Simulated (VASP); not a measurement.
# GaSb (F-43m) in VASP: a series of runs

Aim: see how the results for GaSb move with the level of theory and the settings. Levels: PBEsol, revPBE, BLYP+D3(BJ), PBE+D4. Tasks: single point.

All numbers are computed with VASP 6.6.1; they aren't measurements. Logs are shortened: lines on timing, memory, paths and dates and some standing lists are left out, and cuts for length are marked.

**Experimental background.**

From a printed reference work, data compilation, for a bulk crystal of GaSb at 4.2 K: band gap 0.811 eV (direct).

The runs below are set against these values where they give the same quantity.

**1. The cell of the first run**

It takes space group F-43m (No. 216, cubic). Conventional cell: a = 6.238 Å, b = 6.238 Å, c = 6.238 Å, α = 90.00°, β = 90.00°, γ = 90.00°. Within 3.6 Å of Sb (site symmetry -43m) lie 4 Ga at 2.70 Å. Ga (site symmetry -43m) has 4 Sb at 2.70 Å within 3.6 Å.

**2. Single point, PBEsol**

File INCAR:

```
SYSTEM = GaSb
  PREC = Accurate
  ENCUT = 520
  EDIFF = 1E-6
  ISMEAR = -1
  SIGMA = 0.05
  LREAL = .FALSE.
  LASPH = .TRUE.
  NELM = 100
  ALGO = Normal
  ISIF = 2
  LWAVE = .FALSE.
  LCHARG = .FALSE.
  GGA = PS
  NBANDS = 16
```

File KPOINTS:

```
regular mesh
0
G
  8 8 8
  0 0 0
```

File POSCAR:

```
GaSb
1.0
    0.0000000000      3.1189956238      3.1189956238
    3.1189956238      0.0000000000      3.1189956238
    3.1189956238      3.1189956238      0.0000000000
Sb Ga
1 1
Direct
    0.7500000000      0.7500000000      0.7500000000
    0.0000000000      0.0000000000      0.0000000000
```

Potentials or basis: VASP PAW PBE potentials, release 64 (Sb, Ga_d).

Launch:

```
cat potpaw_PBE.64/Sb/POTCAR potpaw_PBE.64/Ga_d/POTCAR > POTCAR
mpirun -np 1 vasp_std > vasp.out
```

OUTCAR:

```text
SYSTEM = GaSb
   PREC = Accurate
   ENCUT = 520
   EDIFF = 1E-6
   ISMEAR = -1
   LREAL = .FALSE.
   LASPH = .TRUE.
   NELM = 100
   ISIF = 2
   GGA = PS

 ion  position               nearest neighbor table
   1  0.750  0.750  0.750-   2 2.70   2 2.70   2 2.70   2 2.70
   2  0.000  0.000  0.000-   1 2.70   1 2.70   1 2.70   1 2.70

  LATTYP: Found a face centered cubic cell.
 ALAT       =     6.2379912476

  Lattice vectors:

 A1 = (   0.0000000000,   3.1189956238,   3.1189956238)
 A2 = (   3.1189956238,   0.0000000000,   3.1189956238)
 A3 = (   3.1189956238,   3.1189956238,   0.0000000000)

Analysis of symmetry for initial positions (statically):
=====================================================================
 Subroutine PRICEL returns:
 Original cell was already a primitive cell.

 Routine SETGRP: Setting up the symmetry group for a
 face centered cubic supercell.

 Subroutine GETGRP returns: Found 24 space group operations
 (whereof 24 operations were pure point group operations)
 out of a pool of 48 trial point group operations.

The static configuration has the point symmetry T_d .

Analysis of symmetry for dynamics (positions and initial velocities):
=====================================================================
 Subroutine PRICEL returns:
 Original cell was already a primitive cell.

 Routine SETGRP: Setting up the symmetry group for a
 face centered cubic supercell.

 Subroutine GETGRP returns: Found 24 space group operations
 (whereof 24 operations were pure point group operations)
 out of a pool of 48 trial point group operations.

The dynamic configuration has the point symmetry T_d .

 Subroutine INISYM returns: Found 24 space group operations
 (whereof 24 operations are pure point group operations),
 and found     1 'primitive' translations

----------------------------------------------------------------------------------------

                                     Primitive cell

  volume of cell :      60.6840

  direct lattice vectors                    reciprocal lattice vectors
     0.000000000  3.118995624  3.118995624    -0.160308016  0.160308016  0.160308016
     3.118995624  0.000000000  3.118995624     0.160308016 -0.160308016  0.160308016
     3.118995624  3.118995624  0.000000000     0.160308016  0.160308016 -0.160308016

  length of vectors
     4.410925912  4.410925912  4.410925912     0.277661628  0.277661628  0.277661628

  position of ions in fractional coordinates (direct lattice)
     0.750000000  0.750000000  0.750000000
     0.000000000  0.000000000  0.000000000

  ion indices of the primitive-cell ions
   primitive index   ion index
                 1           1
                 2           2

----------------------------------------------------------------------------------------

 KPOINTS: regular mesh

Automatic generation of k-mesh.
 Grid dimensions read from file:
 generate k-points for:    8    8    8

 Generating k-lattice:

  Cartesian coordinates                     Fractional coordinates (reciprocal lattice)
    -0.020038502  0.020038502  0.020038502     0.125000000  0.000000000  0.000000000
     0.020038502 -0.020038502  0.020038502     0.000000000  0.125000000  0.000000000
     0.020038502  0.020038502 -0.020038502     0.000000000  0.000000000  0.125000000

  Length of vectors
     0.034707704  0.034707704  0.034707704

  Shift w.r.t. Gamma in fractional coordinates (k-lattice)
     0.000000000  0.000000000  0.000000000

 Subroutine IBZKPT returns following result:
 ===========================================

 Found     29 irreducible k-points:

 Following reciprocal coordinates:
            Coordinates               Weight
  0.000000  0.000000  0.000000      1.000000
  0.125000  0.000000  0.000000      8.000000
  0.250000  0.000000  0.000000      8.000000
  0.375000  0.000000  0.000000      8.000000
  0.500000  0.000000  0.000000      4.000000
  0.125000  0.125000  0.000000      6.000000
[... 16 lines left out ...]
  0.500000  0.250000  0.125000     48.000000
 -0.375000  0.250000  0.125000     24.000000
 [... further k-points ...]
   k-points           NKPTS =     29   k-points in BZ     NKDIM =     29   number of bands    NBANDS=     16
   number of dos      NEDOS =    301   number of ions     NIONS =      2
   total plane-waves  NPLWV =  46656
   dimension x,y,z NGX =    36 NGY =   36 NGZ =   36
   dimension x,y,z NGXF=    72 NGYF=   72 NGZF=   72
   ions per type =               1   1
   NGX,Y,Z   is equivalent  to a cutoff of  13.57, 13.57, 13.57 a.u.
   NGXF,Y,Z  is equivalent  to a cutoff of  27.14, 27.14, 27.14 a.u.
 SYSTEM =  GaSb
   PREC   = accura    normal or accurate (medium, high low for compatibility)
   ISTART =      0    job   : 0-new  1-cont  2-samecut
   ICHARG =      2    charge: 1-file 2-atom 10-const
   ISPIN  =      1    spin polarized calculation?
   LNONCOLLINEAR =      F non collinear calculations
   LSORBIT =      F    spin-orbit coupling
   LASPH  =      T    aspherical Exc in radial PAW
   ENCUT  =  520.0 eV  38.22 Ry    6.18 a.u.   8.20  8.20  8.20*2*pi/ulx,y,z
   NELM   =    100;   NELMIN=  2; NELMDL= -5     # of ELM steps
   EDIFF  = 0.1E-05   stopping-criterion for ELM
   LREAL  =      F    real-space projection
   EDIFFG = 0.1E-04   stopping-criterion for IOM
   NSW    =      0    number of steps for IOM
   IBRION =     -1    ionic relax: 0-MD 1-quasi-New 2-CG
   NFREE  =      0    steps in history (QN), initial steepest desc. (CG)
   ISIF   =      2    stress and relaxation
   ISYM   =      2    0-nonsym 1-usesym 2-fastsym
   POTIM  = 0.5000    time-step for ionic-motion
   TEBEG  =    0.0;   TEEND  =   0.0 temperature during run
   PSTRESS=    0.0 pullay stress
   NELECT =      18.0000    total number of electrons
   NUPDOWN=      -1.0000    fix difference up-down
   EMIN   =  10.00;   EMAX   =-10.00  energy-range for DOS
   EFERMI =   0.00;   METHOD = LEGACY
   ISMEAR =    -1;   SIGMA  =   0.05  broadening in eV -4-tet -1-fermi 0-gaus
   EFERMI_NEDOS =   21; number of points for ismear=-14 and -15
   IALGO  =     38    algorithm
   IMIX   =      4    mixing-type and parameters
     AMIX     =   0.40;   BMIX     =  1.00
     AMIX_MAG =   1.60;   BMIX_MAG =  1.00
  volume/ion in A,a.u.               =      30.34       204.76
  Fermi-wavevector in a.u.,A,eV,Ry     =   1.091794  2.063192 16.218352  1.192015
  Thomas-Fermi vector in A             =   2.228047
   LORBIT       =      0    0 simple, 1 ext, 2 COOP (PROOUT), +10 PAW based schemes
   GGA     = PS    functional components
   LHFCALC =     F    Hartree Fock is set to
   AEXX    =    0.0000 exact exchange contribution
   IVDW    =     0    specifies the selected vdW correction
   LEPSILON=     F    determine dielectric tensor
   LRPA    =     F    only Hartree local field effects (RPA)
 non-spin polarized calculation
  energy-cutoff  :      520.00
  volume of cell :       60.68
 maximum number of plane-waves:      1660
 NGX is ok and might be reduce to    36
   NGX = 17   NGY = 17   NGZ = 17

 number of electron      17.9999993 magnetization

 Free energy of the ion-electron system (eV)
  ---------------------------------------------------
  ext. energy  EPLUGINS =         0.00000000
  ---------------------------------------------------
  free energy    TOTEN  =        -8.11748566 eV

  energy without entropy =       -8.11688189  energy(sigma->0) =       -8.11718378

 E-fermi :   4.1926     XC(G=0):  -9.0148

 val. band max:        4.1575153925   @ k =   0.0000   0.0000   0.0000
 cond. band min:       4.3888074196   @ k =   0.5000   0.0000   0.0000
 fundamental gap:      0.2312920270
 Fermi energy:         4.1926362916

 k-point     1 :       0.0000    0.0000    0.0000
  band No.  band energies     occupation
      1     -10.7371      2.00000
      2     -10.7371      2.00000
      3     -10.7371      2.00000
      4     -10.6952      2.00000
      5     -10.6952      2.00000
      6      -6.9557      2.00000
[... 8 lines left out ...]
     15      12.6416      0.00000
     16      12.6416      0.00000

 k-point     2 :       0.1250    0.0000    0.0000
  band No.  band energies     occupation
      1     -10.7404      2.00000
      2     -10.7356      2.00000
      3     -10.7356      2.00000
      4     -10.6953      2.00000
      5     -10.6953      2.00000
      6      -6.8068      2.00000
[... 8 lines left out ...]
     15      11.8696      0.00000
     16      11.8696      0.00000

 k-point     3 :       0.2500    0.0000    0.0000
  band No.  band energies     occupation
      1     -10.7482      2.00000
      2     -10.7323      2.00000
      3     -10.7323      2.00000
      4     -10.6955      2.00000
      5     -10.6955      2.00000
      6      -6.3845      2.00000
[... 8 lines left out ...]
     15      11.6501      0.00000
     16      11.6501      0.00000

 k-point     4 :       0.3750    0.0000    0.0000
  band No.  band energies     occupation
      1     -10.7560      2.00000
      2     -10.7294      2.00000
      3     -10.7294      2.00000
      4     -10.6952      2.00000
      5     -10.6952      2.00000
      6      -5.8069      2.00000
[... 8 lines left out ...]
     15      12.5422      0.00000
     16      12.5422      0.00000
[... 324 lines left out ...]
 k-point    22 :       0.3750    0.2500    0.1250
  band No.  band energies     occupation
      1     -10.7563      2.00000
      2     -10.7284      2.00000
      3     -10.7272      2.00000
      4     -10.6983      2.00000
      5     -10.6939      2.00000
      6      -6.0169      2.00000
[... 8 lines left out ...]
     15      12.9166      0.00000
     16      13.1986      0.00000

 k-point    23 :       0.5000    0.2500    0.1250
  band No.  band energies     occupation
      1     -10.7615      2.00000
      2     -10.7264      2.00000
      3     -10.7244      2.00000
      4     -10.6982      2.00000
      5     -10.6943      2.00000
      6      -5.4664      2.00000
[... 8 lines left out ...]
     15      12.6581      0.00000
     16      14.0490      0.00000

 k-point    24 :      -0.3750    0.2500    0.1250
  band No.  band energies     occupation
      1     -10.7635      2.00000
      2     -10.7259      2.00000
      3     -10.7233      2.00000
      4     -10.6976      2.00000
      5     -10.6949      2.00000
      6      -5.1478      2.00000
[... 8 lines left out ...]
     15      13.5986      0.00000
     16      14.0200      0.00000

 [... further k-points ...]
[... 5 lines left out ...]
  --------------------------------------------------------------------------------------
  -------------------------------------------------------------------------------------
  Total       -1.0048122     -1.0048122     -1.0048122      0.0000000      0.0000000      0.0000000
  in kB      -26.5290202    -26.5290202    -26.5290202      0.0000000      0.0000000      0.0000000
  external PRESSURE =     -26.5290202 kB  Pullay stress =       0.0000000 kB

 VOLUME and BASIS-vectors are now :
 -----------------------------------------------------------------------------
  energy-cutoff  :      520.00
  volume of cell :       60.68
      direct lattice vectors                 reciprocal lattice vectors
     0.000000000  3.118995624  3.118995624    -0.160308016  0.160308016  0.160308016
     3.118995624  0.000000000  3.118995624     0.160308016 -0.160308016  0.160308016
     3.118995624  3.118995624  0.000000000     0.160308016  0.160308016 -0.160308016

 POSITION                                       TOTAL-FORCE (eV/Angst)
 -----------------------------------------------------------------------------------
      4.67849      4.67849      4.67849         0.000000      0.000000     -0.000000
      0.00000      0.00000      0.00000        -0.000000     -0.000000      0.000000
 -----------------------------------------------------------------------------------
    total drift:                               -0.000000     -0.000000     -0.000000

  FREE ENERGIE OF THE ION-ELECTRON SYSTEM (eV)
  ---------------------------------------------------
  free  energy   TOTEN  =        -8.1174856636 eV

  energy  without entropy=       -8.1168818934  energy(sigma->0) =       -8.11718378
```

Run time: 34 s. Hardware: 1 thread of Intel Xeon 6455B, shared host; peak memory 0.21 GiB.

What came out:

```yaml
Free_energy: -8.1175 eV
Pressure: -2.7 GPa
Band_gap_on_the_k_mesh: zero (filled and empty bands touch)
```

Caveat: the PAW data sets were made with another functional, which shifts forces and pressure a little; spin-orbit coupling is left out, which moves the levels of the heavy elements.

**3. Single point, revPBE**

This run uses another cell than the first one, of 29.20 Å³/atom, 0.962 times its volume.

File INCAR:

```
SYSTEM = GaSb
  PREC = Accurate
  ENCUT = 520
  EDIFF = 1E-6
  ISMEAR = -1
  SIGMA = 0.05
  LREAL = .False.
  LASPH = .True.
  NELM = 100
  ALGO = Normal
  ISIF = 2
  LWAVE = .False.
  LCHARG = .False.
  GGA = RE
  NBANDS = 16
```

File KPOINTS:

```
regular mesh
0
Gamma
  8 8 8
  0 0 0
```

File POSCAR:

```
GaSb
1.0
    0.0000000000      3.0792588685      3.0792588685
    3.0792588685      0.0000000000      3.0792588685
    3.0792588685      3.0792588685      0.0000000000
Sb Ga
1 1
Direct
    0.7500000000      0.7500000000      0.7500000000
    0.0000000000      0.0000000000      0.0000000000
```

Potentials or basis: VASP PAW PBE potentials, release 64 (Sb, Ga_d).

Launch:

```
cat potpaw_PBE.64/Sb/POTCAR potpaw_PBE.64/Ga_d/POTCAR > POTCAR
mpirun -np 1 vasp_std > vasp.out
```

It took 48 s on 1 thread of AMD EPYC 7R13, shared host; peak memory 0.16 GiB.

Results (log left out):

| Property | Result |
| --- | --- |
| Free energy | -6.7794 eV |
| Pressure | 2.5 GPa |
| Band gap on the k mesh | zero (filled and empty bands touch) |

Levels at points of the mesh, in eV from the Fermi level:
```csv
k point,band 6,band 7,band 8,band 9,band 10,band 11,band 12,band 13
"(0.00, 0.00, 0.00)",-11.37,-0.08,-0.05,-0.05,-0.05,2.74,2.74,2.74
"(0.50, 0.00, 0.00)",-9.80,-6.29,-1.17,-1.17,0.37,3.71,3.71,6.55
"(0.50, 0.50, 0.00)",-9.00,-6.75,-2.55,-2.55,0.93,1.31,8.53,8.53
```

Caveat: the PAW data sets were made with another functional, which shifts forces and pressure a little; spin-orbit coupling is left out, which moves the levels of the heavy elements.

**4. Single point, BLYP+D3(BJ)**

This run uses another cell than the first one, of 29.20 Å³/atom, 0.962 times its volume.

File INCAR:

```
SYSTEM = GaSb
PREC = Accurate ; ENCUT = 520
EDIFF = 1E-7 ; ISMEAR = -1
SIGMA = 0.05 ; LREAL = .False.
LASPH = .True. ; NELM = 60
ALGO = Normal ; ISIF = 2
LWAVE = .False. ; LCHARG = .False.
GGA = B5 ; ALDAX = 1.0
AGGAX = 1.0 ; AGGAC = 1.0
ALDAC = 0.0 ; IVDW = 12
VDW_S6 = 1.0 ; VDW_S8 = 2.6996
VDW_A1 = 0.4298 ; VDW_A2 = 4.2359
NBANDS = 16
```

KPOINTS is that of step 3.

POSCAR is that of step 3.

Launch:

```
cat potpaw_PBE.64/Sb/POTCAR potpaw_PBE.64/Ga_d/POTCAR > POTCAR
mpirun -np 1 vasp_std > vasp.out
```

Run time: 67 s. Hardware: 1 thread of AMD EPYC 7R13, shared host; peak memory 0.17 GiB.

The run converged. Its results:

| Quantity | Value |
| --- | --- |
| Free energy | -7.5687 eV |
| Pressure | -0.4 GPa |
| Band gap on the k mesh | zero (filled and empty bands touch) |
| Dispersion energy per atom | -0.761 eV |

Levels at points of the mesh, in eV from the Fermi level:
| k point | band 7 | band 8 | band 9 | band 10 | band 11 | band 12 |
| --- | --- | --- | --- | --- | --- | --- |
| (0.00, 0.00, 0.00) | -0.29 | -0.04 | -0.04 | -0.04 | 2.77 | 2.77 |
| (0.50, 0.00, 0.00) | -6.31 | -1.16 | -1.16 | 0.31 | 3.77 | 3.77 |
| (0.50, 0.50, 0.00) | -6.80 | -2.52 | -2.52 | 0.96 | 1.40 | 8.45 |

Caveat: the PAW data sets were made with another functional, which shifts forces and pressure a little; spin-orbit coupling is left out, which moves the levels of the heavy elements; pairwise dispersion overbinds metals, which lowers pressure and volume.

**5. Single point, PBE+D4**

This run uses another cell than the first one, of 29.77 Å³/atom, 0.981 times its volume.

File INCAR:

```
SYSTEM = GaSb
  PREC = Accurate
  ENCUT = 520
  EDIFF = 1E-6
  ISMEAR = -1
  SIGMA = 0.05
  LREAL = .FALSE.
  LASPH = .TRUE.
  NELM = 60
  ALGO = Normal
  ISIF = 2
  LWAVE = .FALSE.
  LCHARG = .FALSE.
  GGA = PE
  IVDW = 13
  NBANDS = 16
```

File KPOINTS:

```
regular mesh
0
G
  8 8 8
  0 0 0
```

File POSCAR:

```
GaSb
1.0
    0.0000000000      3.0992546163      3.0992546163
    3.0992546163      0.0000000000      3.0992546163
    3.0992546163      3.0992546163      0.0000000000
Sb Ga
1 1
Direct
    0.7500000000      0.7500000000      0.7500000000
    0.0000000000      0.0000000000      0.0000000000
```

Launch:

```
cat potpaw_PBE.64/Sb/POTCAR potpaw_PBE.64/Ga_d/POTCAR > POTCAR
mpirun -np 1 vasp_std > vasp.out
```

Run time: 68 s. Hardware: 1 thread of AMD EPYC 7R13, shared host; peak memory 0.18 GiB.

It converged, with:

| Quantity | Value |
| --- | --- |
| Free energy | -8.1772 eV |
| Pressure | -1.9 GPa |
| Band gap on the k mesh | zero (filled and empty bands touch) |
| Dispersion energy per atom | -0.406 eV |

Levels at points of the mesh, in eV from the Fermi level:
| k point | band 5 | band 6 | band 7 | band 8 | band 9 | band 10 | band 11 | band 12 | band 13 | band 14 |
| --- | --- | --- | --- | --- | --- | --- | --- | --- | --- | --- |
| (0.00, 0.00, 0.00) | -14.96 | -11.25 | -0.28 | -0.04 | -0.04 | -0.04 | 2.75 | 2.75 | 2.75 | 5.73 |
| (0.50, 0.00, 0.00) | -14.96 | -9.72 | -6.22 | -1.13 | -1.13 | 0.28 | 3.71 | 3.71 | 6.45 | 9.07 |
| (0.50, 0.50, 0.00) | -14.95 | -8.95 | -6.68 | -2.48 | -2.48 | 0.90 | 1.28 | 8.39 | 8.39 | 9.70 |

Caveat: spin-orbit coupling is left out, which moves the levels of the heavy elements; pairwise dispersion overbinds metals, which lowers pressure and volume.

**6. The runs side by side**

| level | cell | gap on the mesh (eV) | pressure (GPa) |
| --- | --- | --- | --- |
| PBEsol | a = 4.411 Å, angles 60.0°, 2 atoms | none | -2.7 |
| revPBE | a = 4.355 Å, angles 60.0°, 2 atoms | none | 2.5 |
| BLYP+D3(BJ) | a = 4.355 Å, angles 60.0°, 2 atoms | none | -0.4 |
| PBE+D4 | a = 4.383 Å, angles 60.0°, 2 atoms | none | -1.9 |

Alike in all rows: task single point; potentials or basis VASP PAW PBE potentials, release 64 (Sb, Ga_d); no spin polarisation; k mesh 8 × 8 × 8; cutoff (eV) 520; smearing fermi-dirac 0.05 eV.

Caveats: spin-orbit coupling is left out, which moves the levels of the heavy elements; the PAW data sets were made with another functional, which shifts forces and pressure a little (some runs); pairwise dispersion overbinds metals, which lowers pressure and volume (some runs).

Absolute energies hang on the potentials; compare differences alone.

**7. How close it comes**

Step 2. Measured gap of GaSb: 0.811 eV (direct; 4.2 K; a printed reference work, data compilation). This calculation gives 0.00 eV (-0.81 eV). Spin-orbit coupling on Ga, Sb is left out. The value is that of PBEsol on a finite k mesh, which can miss the band edges, without temperature or zero-point motion. Semilocal functionals fall short of measured gaps as a rule.

Step 3. Against the measured gap of GaSb, 0.811 eV (direct; 4.2 K; a printed reference work, data compilation), the calculated 0.00 eV is off by -0.81 eV. Spin-orbit coupling on Ga, Sb is left out. The value is that of revPBE on a finite k mesh, which can miss the band edges, without temperature or zero-point motion. Semilocal functionals fall short of measured gaps as a rule.

Step 4. A measured gap of GaSb is 0.811 eV (direct; 4.2 K; a printed reference work, data compilation); the calculated 0.00 eV misses it by -0.81 eV. Spin-orbit coupling on Ga, Sb is left out. The value is that of BLYP+D3(BJ) on a finite k mesh, which can miss the band edges, without temperature or zero-point motion. Semilocal functionals fall short of measured gaps as a rule.

Step 5. Against the measured gap of GaSb, 0.811 eV (direct; 4.2 K; a printed reference work, data compilation), the calculated 0.00 eV is off by -0.81 eV. Spin-orbit coupling on Ga, Sb is left out. The value is that of PBE+D4 on a finite k mesh, which can miss the band edges, without temperature or zero-point motion. Semilocal functionals fall short of measured gaps as a rule.
